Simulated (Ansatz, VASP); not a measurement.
## BN in VASP and in Ansatz

INCAR

```
SYSTEM = BN
  PREC = Accurate
  ENCUT = 520
  EDIFF = 1E-8
  ISMEAR = -1
  SIGMA = 0.03
  LREAL = .False.
  LASPH = .True.
  NELM = 100
  ALGO = Normal
  ISIF = 2
  LWAVE = .False.
  LCHARG = .False.
  GGA = PE
  LEFG = .True.
  NBANDS = 11
```

KPOINTS

```
regular mesh
0
Gamma
  13 13 13
  0 0 0
```

POSCAR

```
BN
1.0
    0.0000000000      1.8075000000      1.8436500000
    1.8075000000      0.0000000000      1.8436500000
    1.8075000000      1.8075000000      0.0000000000
B N
1 1
Direct
    0.0000000000      0.0000000000      0.0000000000
    0.7500000000      0.7500000000      0.7500000000
```

Input for Ansatz:

```yaml
crystal:
  lattice:
    - [0.0, 1.8075, 1.84365]
    - [1.8075, 0.0, 1.84365]
    - [1.8075, 1.8075, 0.0]
  atoms:
    - { symbol: B, position: [0.0, 0.0, 0.0] }
    - { symbol: "N", position: [0.75, 0.75, 0.75] }
kpoints:
  mp_grid: { grid: [13, 13, 13] }
scf:
  occupations: { method: fermi_dirac, width: 0.03 }
hamiltonian:
  xc: pbe
  pseudopotentials: { kind: paw }
output:
  forces: true
  stress: true
  eigenvalues: true
  efg: { contact_densities: true }
```

Change from the starting cell: zz strain of +2 %, PAW files.

Alike in both runs: task electric field gradients; functional PBE; k mesh 13 × 13 × 13; occupations fermi-dirac, width 0.03 eV; no spin polarisation.

|  | VASP | Ansatz |
| --- | --- | --- |
| version | VASP 6.6.1 | Ansatz 0.2.0 |
| potentials or method | VASP PAW PBE potentials, release 64 (B, N) | PAW with Ansatz's default frozen-core files, scalar-relativistic |
| plane-wave cutoff (eV) | 520 | 420 |
| valence electrons in the cell | 8 | 8 |

```tsv
	VASP	Ansatz	Ansatz less VASP
gap on the k mesh at the Fermi level (eV)	4.34	4.35	+0.012
pressure (GPa)	-4.1	-4.3	-0.20
largest component of the traceless stress (GPa)	8.19	8.19	-0.008
Vzz of the field gradient on the site that differs most (V/Å²)	-0.7	-0.5	+0.19
```

Caveats: an odd mesh through Γ misses points on the zone boundary, where band edges often lie.
